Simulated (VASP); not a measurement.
# KCl (Pm-3m) in VASP: further runs, part 2 of 2

VASP 6.6.1. The steps go on from the part before.

## (4) Relaxation of the atoms, PBE+D3(BJ) (a relaxed cell with its volume scaled by 0.98)

INCAR reads:

```
SYSTEM = KCl
ALGO = Fast
EDIFF = 1E-7
EDIFFG = -0.01
ENCUT = 600
GGA = PE
IBRION = 2
ISIF = 2
ISMEAR = 0
IVDW = 12
LASPH = .TRUE.
LCHARG = .FALSE.
LREAL = .FALSE.
LWAVE = .FALSE.
NELM = 80
NSW = 40
PREC = Accurate
SIGMA = 0.03
```

KPOINTS reads:

```
k-points
0
G
  8 8 8
  0 0 0
```

POSCAR reads:

```
KCl                                     
1.0
    3.7341844355      0.0000000000      0.0000000000
    0.0000000000      3.7341844355      0.0000000000
    0.0000000000      0.0000000000      3.7341844355
  K               Cl            
     1     1
Direct
     0.0000000000000000    0.0000000000000000    0.0000000000000000
     0.5000000000000000    0.5000000000000000    0.5000000000000000
```

Run with:

```console
> cat potpaw_PBE.64/K_sv/POTCAR potpaw_PBE.64/Cl/POTCAR > POTCAR
> mpirun -np 1 vasp_std > vasp.out
```

Run time: 22 s. Hardware: 1 thread of Intel Xeon 6975P-C (Granite Rapids), shared host; peak memory 0.18 GiB.

The run converged. Its results:

| Quantity | Value |
| --- | --- |
| Free energy | -7.1046 eV |
| Pressure after relaxing | 0.5 GPa |
| Band gap on the k mesh | 5.17 eV, indirect (least direct gap 5.39 eV) |
| Dispersion energy per atom | -0.237 eV |

Final structure:
```
K Cl
1.0
     3.73418    0.00000    0.00000
     0.00000    3.73418    0.00000
     0.00000    0.00000    3.73418
K Cl
1 1
Direct
  0.00000 0.00000 0.00000
  0.50000 0.50000 0.50000
```

Levels at points of the mesh, in eV from the valence-band top:
| k point | band 6 | band 7 | band 8 | band 9 | band 10 | band 11 |
| --- | --- | --- | --- | --- | --- | --- |
| (0.00, 0.00, 0.00) | -0.22 | -0.22 | -0.22 | 5.17 | 6.49 | 6.49 |
| (0.50, 0.00, 0.00) | -1.98 | -0.25 | -0.25 | 7.96 | 8.12 | 8.72 |
| (0.50, 0.50, 0.00) | -1.32 | -1.32 | 0.00 | 6.24 | 7.39 | 9.01 |
| (0.50, 0.50, 0.50) | -1.51 | -1.51 | -1.51 | 9.08 | 9.08 | 9.08 |

Caveat: the relaxation stopped at its first step, so nothing moved. A k mesh can miss the band edges.

## (5) Relaxation of the atoms, PBE+D3(BJ)

INCAR is that of step 4.

KPOINTS is that of step 4.

POSCAR reads:

```
KCl                                     
1.0
    3.7594161768      0.0000000000      0.0000000000
    0.0000000000      3.7594161768      0.0000000000
    0.0000000000      0.0000000000      3.7594161768
  K               Cl            
     1     1
Direct
     0.0000000000000000    0.0000000000000000    0.0000000000000000
     0.5000000000000000    0.5000000000000000    0.5000000000000000
```

Run with:

```console
> cat potpaw_PBE.64/K_sv/POTCAR potpaw_PBE.64/Cl/POTCAR > POTCAR
> mpirun -np 1 vasp_std > vasp.out
```

Run time: 16 s. Hardware: 1 thread of Intel Xeon 6975P-C (Granite Rapids), shared host; peak memory 0.18 GiB.

It converged, with:

```yaml
Free_energy: -7.1063 eV
Pressure_after_relaxing: 0.0 GPa
Band_gap_on_the_k_mesh: 5.08 eV, indirect (least direct gap 5.29 eV)
Dispersion_energy_per_atom: -0.232 eV
```

Final structure:
```xyz
2
Lattice="3.7594 0.0000 0.0000 0.0000 3.7594 0.0000 0.0000 0.0000 3.7594" Properties=species:S:1:pos:R:3 pbc="T T T"
K     0.0000    0.0000    0.0000
Cl    1.8797    1.8797    1.8797
```

Levels at points of the mesh, in eV from the valence-band top:
```csv
k point,band 4,band 5,band 6,band 7,band 8,band 9,band 10,band 11,band 12
"(0.00, 0.00, 0.00)",-11.33,-11.33,-0.22,-0.22,-0.22,5.08,6.51,6.51,10.81
"(0.50, 0.00, 0.00)",-11.29,-11.17,-1.93,-0.24,-0.24,7.95,8.02,8.60,10.16
"(0.50, 0.50, 0.00)",-11.60,-11.26,-1.29,-1.29,0.00,6.23,7.36,9.00,9.00
"(0.50, 0.50, 0.50)",-11.53,-11.53,-1.46,-1.46,-1.46,9.01,9.01,9.01,10.17
```

Caveat: the relaxation stopped at its first step, so nothing moved. A k mesh can miss the band edges.

## (6) Relaxation of the atoms, PBE+D3(BJ) (a relaxed cell with its volume scaled by 1.02)

INCAR is that of step 5.

KPOINTS is that of step 5.

POSCAR reads:

```
KCl                                     
1.0
    3.7843136983      0.0000000000      0.0000000000
    0.0000000000      3.7843136983      0.0000000000
    0.0000000000      0.0000000000      3.7843136983
  K               Cl            
     1     1
Direct
     0.0000000000000000    0.0000000000000000    0.0000000000000000
     0.5000000000000000    0.5000000000000000    0.5000000000000000
```

Potentials or basis: VASP PAW PBE potentials, release 64 (K_sv, Cl).

Run with:

```console
> cat potpaw_PBE.64/K_sv/POTCAR potpaw_PBE.64/Cl/POTCAR > POTCAR
> mpirun -np 1 vasp_std > vasp.out
```

OUTCAR:

```text
SYSTEM = KCl
   EDIFF = 1E-7
   EDIFFG = -0.01
   ENCUT = 600
   GGA = PE
   IBRION = 2
   ISIF = 2
   ISMEAR = 0
   IVDW = 12
   LASPH = .TRUE.
   LREAL = .FALSE.
   NELM = 80
   NSW = 40
   PREC = Accurate
 IVDW          = 12

 ion  position               nearest neighbor table
   1  0.000  0.000  0.000-
   2  0.500  0.500  0.500-

  LATTYP: Found a simple cubic cell.
 ALAT       =     3.7843136983

  Lattice vectors:

 A1 = (   3.7843136983,   0.0000000000,   0.0000000000)
 A2 = (   0.0000000000,   3.7843136983,   0.0000000000)
 A3 = (   0.0000000000,   0.0000000000,   3.7843136983)

Analysis of symmetry for initial positions (statically):
=====================================================================
 Subroutine PRICEL returns:
 Original cell was already a primitive cell.

 Routine SETGRP: Setting up the symmetry group for a
 simple cubic supercell.

 Subroutine GETGRP returns: Found 48 space group operations
 (whereof 48 operations were pure point group operations)
 out of a pool of 48 trial point group operations.

The static configuration has the point symmetry O_h .

Analysis of symmetry for dynamics (positions and initial velocities):
=====================================================================
 Subroutine PRICEL returns:
 Original cell was already a primitive cell.

 Routine SETGRP: Setting up the symmetry group for a
 simple cubic supercell.

 Subroutine GETGRP returns: Found 48 space group operations
 (whereof 48 operations were pure point group operations)
 out of a pool of 48 trial point group operations.

The dynamic configuration has the point symmetry O_h .

 Subroutine INISYM returns: Found 48 space group operations
 (whereof 48 operations are pure point group operations),
 and found     1 'primitive' translations

----------------------------------------------------------------------------------------

                                     Primitive cell
[... 122 lines left out ...]
 conjugate gradient relaxation of ions
 non-spin polarized calculation
 RMM-DIIS sequential band-by-band and
 Gauss-broadening in eV      SIGMA  =   0.03
  energy-cutoff  :      600.00
  volume of cell :       54.20
 maximum number of plane-waves:      1856
   NGX = 15   NGY = 15   NGZ = 15

 number of electron      16.0000001 magnetization

 Free energy of the ion-electron system (eV)
  ---------------------------------------------------
  ext. energy  EPLUGINS =         0.00000000
  ---------------------------------------------------
  free energy    TOTEN  =        -6.64928798 eV

  energy without entropy =       -6.64928798  energy(sigma->0) =       -6.64928798

 E-fermi :  -0.4060     XC(G=0):  -8.2597

 val. band max:       -0.6167272648   @ k =   0.5000   0.5000   0.0000
 cond. band min:       4.3685532619   @ k =   0.0000   0.0000   0.0000
 fundamental gap:      4.9852805267
 Fermi energy:        -0.4060075235

 k-point     1 :       0.0000    0.0000    0.0000
  band No.  band energies     occupation
      1     -28.6051      2.00000
      2     -13.2655      2.00000
      3     -11.9834      2.00000
      4     -11.9834      2.00000
      5     -11.9834      2.00000
      6      -0.8282      2.00000
      7      -0.8282      2.00000
      8      -0.8282      2.00000
      9       4.3686      0.00000
     10       5.9146      0.00000
     11       5.9146      0.00000
     12      10.1410      0.00000
[... 331 lines left out ...]
 k-point    24 :       0.5000    0.3750    0.1250
  band No.  band energies     occupation
      1     -28.5613      2.00000
      2     -13.0435      2.00000
      3     -12.1871      2.00000
      4     -12.1481      2.00000
      5     -11.9637      2.00000
      6      -1.9729      2.00000
      7      -1.7619      2.00000
      8      -0.8877      2.00000
      9       6.1162      0.00000
     10       7.2360      0.00000
     11       8.3822      0.00000
     12       8.5197      0.00000

 [... further k-points ...]

------------------------ aborting loop because EDIFF is reached ----------------------------------------

 Edisp (eV)   -0.45575

 E8    (eV) :    -0.2077

  FORCE on cell =-STRESS in cart. coord.  units (eV):
  Direction    XX          YY          ZZ          XY          YZ          ZX
  --------------------------------------------------------------------------------------
  -------------------------------------------------------------------------------------
  Total      -0.13868    -0.13868    -0.13868     0.00000     0.00000    -0.00000
  in kB      -4.09991    -4.09991    -4.09991     0.00000     0.00000    -0.00000
  external pressure =       -4.10 kB  Pullay stress =        0.00 kB

 VOLUME and BASIS-vectors are now :
 -----------------------------------------------------------------------------
  energy-cutoff  :      600.00
  volume of cell :       54.20
      direct lattice vectors                 reciprocal lattice vectors
     3.784313698  0.000000000  0.000000000     0.264248707  0.000000000  0.000000000
     0.000000000  3.784313698  0.000000000     0.000000000  0.264248707  0.000000000
     0.000000000  0.000000000  3.784313698     0.000000000  0.000000000  0.264248707

 POSITION                                       TOTAL-FORCE (eV/Angst)
 -----------------------------------------------------------------------------------
      0.00000      0.00000      0.00000         0.000000      0.000000      0.000000
      1.89216      1.89216      1.89216         0.000000      0.000000      0.000000
 -----------------------------------------------------------------------------------
    total drift:                                0.000000      0.000000     -0.000000

  FREE ENERGIE OF THE ION-ELECTRON SYSTEM (eV)
  ---------------------------------------------------
  free  energy   TOTEN  =        -7.1050356128 eV

  energy  without entropy=       -7.1050356128  energy(sigma->0) =       -7.10503561

 reached required accuracy - stopping structural energy minimisation
```

CONTCAR:

```text
KCl
   1.00000000000000
     3.7843136983000001    0.0000000000000000    0.0000000000000000
     0.0000000000000000    3.7843136983000001    0.0000000000000000
     0.0000000000000000    0.0000000000000000    3.7843136983000001
  K               Cl
     1     1
Direct
     0.0000000000000000    0.0000000000000000    0.0000000000000000
     0.5000000000000000    0.5000000000000000    0.5000000000000000

  0.00000000E+00  0.00000000E+00  0.00000000E+00
  0.00000000E+00  0.00000000E+00  0.00000000E+00
```

It took 17 s on 1 thread of Intel Xeon 6975P-C (Granite Rapids), shared host; peak memory 0.18 GiB.

What came out:

```yaml
Free_energy: -7.1050 eV
Pressure_after_relaxing: -0.4 GPa
Band_gap_on_the_k_mesh: 4.99 eV, indirect (least direct gap 5.20 eV)
Dispersion_energy_per_atom: -0.228 eV
```

Final structure:
```cif
data_structure
_symmetry_space_group_name_H-M 'P 1'
_symmetry_Int_Tables_number 1
_cell_length_a 3.7843
_cell_length_b 3.7843
_cell_length_c 3.7843
_cell_angle_alpha 90.000
_cell_angle_beta 90.000
_cell_angle_gamma 90.000
_cell_volume 54.20
loop_
_atom_site_label
_atom_site_type_symbol
_atom_site_fract_x
_atom_site_fract_y
_atom_site_fract_z
_atom_site_occupancy
K1 K 0.00000 0.00000 0.00000 1
Cl1 Cl 0.50000 0.50000 0.50000 1
```

Levels at points of the mesh, in eV from the valence-band top:
```
           k point  band 5  band 6  band 7  band 8  band 9  band 10  band 11  band 12
(0.00, 0.00, 0.00)  -11.37   -0.21   -0.21   -0.21    4.99     6.53     6.53    10.76
(0.50, 0.00, 0.00)  -11.21   -1.87   -0.23   -0.23    7.92     7.94     8.48    10.15
(0.50, 0.50, 0.00)  -11.30   -1.26   -1.26    0.00    6.22     7.34     8.98     8.98
(0.50, 0.50, 0.50)  -11.56   -1.41   -1.41   -1.41    8.95     8.95     8.95    10.07
```

Caveat: the relaxation stopped at its first step, so nothing moved. A k mesh can miss the band edges.

## (7) Summary

| cell | gap on the mesh (eV) | pressure (GPa) |
| --- | --- | --- |
| atoms relaxed from: a relaxed cell with its volume scaled by 0.94 | 5.37 | 1.6 |
| atoms relaxed from: a relaxed cell with its volume scaled by 0.96 | 5.27 | 1.0 |
| atoms relaxed from: a relaxed cell with its volume scaled by 0.98 | 5.17 | 0.5 |
| atoms relaxed | 5.08 | 0.0 |
| atoms relaxed from: a relaxed cell with its volume scaled by 1.02 | 4.99 | -0.4 |

Alike in all rows: task relaxation of the atoms; level PBE+D3(BJ); potentials or basis VASP PAW PBE potentials, release 64 (K_sv, Cl); no spin polarisation; k mesh 8 × 8 × 8; cutoff (eV) 600; smearing gaussian 0.03 eV.

Caveats: the relaxation stopped at its first step, so nothing moved.

Absolute energies hang on the potentials; compare differences alone.
